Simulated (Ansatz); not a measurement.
# WS2: the cost of one run

Program: Ansatz 0.2.0. Level of theory: DFT PBE+D3(BJ), scalar-relativistic, plane waves, PAW. These are calculated values, not measurements.

**1. Starting point**

It takes space group P-6m2 (No. 187, hexagonal). Conventional cell: a = 3.183 Å, b = 3.183 Å, c = 20.127 Å, α = 90.00°, β = 90.00°, γ = 120.00°. S (site symmetry 3m) has 3 W at 2.42 Å as nearest neighbours. W (site symmetry -6m2) is surrounded by 6 S at 2.41 to 2.42 Å.

Coordinates:

```cif
data_structure
_symmetry_space_group_name_H-M 'P 1'
_symmetry_Int_Tables_number 1
_cell_length_a 3.1831
_cell_length_b 3.1831
_cell_length_c 20.1273
_cell_angle_alpha 90.000
_cell_angle_beta 90.000
_cell_angle_gamma 120.000
_cell_volume 176.61
loop_
_atom_site_label
_atom_site_type_symbol
_atom_site_fract_x
_atom_site_fract_y
_atom_site_fract_z
_atom_site_occupancy
S1 S 0.66667 0.33333 0.42231 1
W1 W 0.33333 0.66667 0.50018 1
S2 S 0.66667 0.33333 0.57769 1
```

Free-standing sheet.

**2. Relaxing the sheet and its cell in the plane**

The input, input.yaml:

```yaml
crystal:
  lattice:
    - [3.18312255, 0.0, 0.0]
    - [-1.59156128, 2.756665, 0.0]
    - [0.0, 0.0, 20.1272520219]
  atoms:
    - { symbol: S, position: [0.66666667, 0.33333334, 0.4223129909] }
    - { symbol: W, position: [0.33333333, 0.66666666, 0.5001816058] }
    - { symbol: S, position: [0.66666667, 0.33333334, 0.5776870091] }
basis:
  ecutwfc: 600.0
  fft_grid_basis: typed
kpoints:
  mp_grid: { grid: [12, 12, 1] }
hamiltonian:
  xc: pbe
  dispersion: d3bj
  pseudopotentials: { kind: paw }
scf:
  occupations: { method: gaussian, width: 0.05 }
output:
  forces: true
  eigenvalues: true
  stress: true
efield:
  axis: 3
  dipole_correction: true
  ramp_width: 0.04
relax:
  adjacent_minimum: "off"
  f_tol: 0.02
  max_steps: 60
  cell: { fix: [c, alpha, beta], stress_tol: 0.05 }
```

Run with:

```console
> ansatz run input.yaml --threads 4 --pin off --max-ram 8847MiB --backend cpu --events-out ev --progress --plain --runs-dir out
```

Q: Estimate wall time and peak memory on 4 threads of Arm Neoverse N1, shared host.

About 28 s, with a peak of 0.56 GiB.
